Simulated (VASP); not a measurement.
# Sb: relaxation of cell and atoms with PBE

The system is Sb.

```
Sb
1.0
     3.08334    0.00000    0.00000
     0.00000    3.08334    0.00000
     0.00000    0.00000    3.08334
Sb
1
Direct
  0.00000 0.00000 0.00000
```

This isn't the form of Sb at room conditions, which is rhombohedral.

```yaml
Program: VASP 6.6.1
Task: relaxation of cell and atoms
Functional: PBE
Potentials_or_basis: VASP PAW PBE potentials, release 64 (Sb)
Cutoff: 600 eV
k_mesh: 14 × 14 × 14
Occupations: gaussian, width 0.1 eV
Spin: no spin polarisation
Further_INCAR_settings: ALGO = Normal; EDIFF = 1e-07; IBRION = 2; EDIFFG = -0.005; NSW = 90; ISIF = 3
```

```json
{
 "Relaxed volume": "30.08 Å³/atom",
 "Relaxed cell": "a = 3.110 Å, b = 3.110 Å, c = 3.110 Å, α = 90.00°, β = 90.00°, γ = 90.00°",
 "Space group after relaxing (to 0.05 Å)": "Pm-3m (No. 221)",
 "Energy gained by relaxing": "3.4 meV/atom",
 "Ionic steps": "3",
 "Pressure after relaxing": "0.0 GPa",
 "Band gap on the k mesh": "none (metal or under the smearing width)"
}
```

Step by step:
| step | energy change (eV) | largest force (eV/Å) | pressure (GPa) | volume (Å³) |
| --- | --- | --- | --- | --- |
| 1 | 0.0000 | 0.0000 | 1.48 | 29.31 |
| 2 | -0.0026 | 0.0000 | -0.70 | 30.48 |
| 3 | -0.0034 | 0.0000 | 0.01 | 30.08 |

Final structure:
```
Sb
1.0
     3.10987    0.00000    0.00000
     0.00000    3.10987    0.00000
     0.00000    0.00000    3.10987
Sb
1
Cartesian
  0.0000 0.0000 0.0000
```

Levels at points of the mesh, in eV from the Fermi level:
```
           k point  band 1  band 2  band 3  band 4  band 5  band 6
(0.00, 0.00, 0.00)  -12.26    3.31    3.31    3.31    6.97    6.97
(0.50, 0.00, 0.00)   -9.87   -5.46    5.29    5.29    9.04   10.64
(0.50, 0.50, 0.00)   -7.34   -3.44   -3.44    2.28    7.30   12.84
(0.50, 0.50, 0.50)   -4.51   -1.54   -1.54   -1.54    4.91    4.91
```

Run time: 35 s on 1 thread of Intel(R) Xeon(R) Platinum 8488C (Sapphire Rapids), with other jobs on the host, peak memory 0.17 GiB.

Spin-orbit coupling is left out, which matters for the levels of Sb.
